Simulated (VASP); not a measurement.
Wanted: the native input for a VASP 6.6.1 run.

| Property | Result |
| --- | --- |
| Task | single point |
| Functional | PBE |
| Potentials or basis | VASP PAW PBE potentials, release 64 (B, N) |
| Cutoff | 520 eV |
| k mesh | 12 × 12 × 1 |
| Occupations | fermi-dirac, width 0.05 eV |
| Spin | no spin polarisation |
| Dipole correction | yes |
| Further INCAR settings | ALGO = Normal; EDIFF = 1e-07; NBANDS = 26 |

The structure of BN lies in POSCAR:

```
BN
1.0
    2.5099983704      0.0000000000      0.0000000000
   -1.2549991852      2.1737223522      0.0000000000
    0.0000000000      0.0000000000     25.0350000000
B N
4 4
Direct
    0.0000000000      0.0000000000      0.2995805872
    0.3333333333      0.6666666666      0.4331935291
    0.0000000000      0.0000000000      0.5668064709
    0.3333333333      0.6666666666      0.7004194128
    0.6666666667      0.3333333334      0.2995805872
    0.0000000000      0.0000000000      0.4331935291
    0.6666666667      0.3333333334      0.5668064709
    0.0000000000      0.0000000000      0.7004194128
```

The cell isn't the ideal one: the (0 0 1) slab of BN, cut from the database cell, not relaxed.

One way to write it, as run:

INCAR

```
PREC     = Accurate       # precision mode
ENCUT    = 520            # plane-wave cutoff, eV
EDIFF    = 1E-7           # SCF threshold, eV
ISMEAR   = -1             # smearing method
SIGMA    = 0.05           # smearing width, eV
LREAL    = False          # projectors in reciprocal space
LASPH    = True           # aspherical terms in the spheres
NELM     = 60             # most SCF steps
ALGO     = Normal         # electronic algorithm
ISIF     = 2              # what is computed and relaxed
LWAVE    = False          # write WAVECAR
LCHARG   = False          # write CHGCAR
LDIPOL   = True         
IDIPOL   = 3            
DIPOL    = 0.5 0.5 0.500
GGA      = PE             # functional
NBANDS   = 26             # bands
```

KPOINTS

```
Automatic mesh
0
Gamma
  12 12 1
```

Potentials or basis: VASP PAW PBE potentials, release 64 (B, N).

The run is started by

```sh
$ cat potpaw_PBE.64/B/POTCAR potpaw_PBE.64/N/POTCAR > POTCAR
$ mpirun -np 1 vasp_std > vasp.out
```

It gave:

```json
{
 "Largest force": "0.062 eV/Å",
 "Band gap on the k mesh": "4.37 eV, indirect (least direct gap 4.47 eV)"
}
```

Wall time 2.3 min on 1 thread of AMD EPYC 7R43 64-Core Processor (Zen 3), with other jobs on the host, peak memory 0.21 GiB.
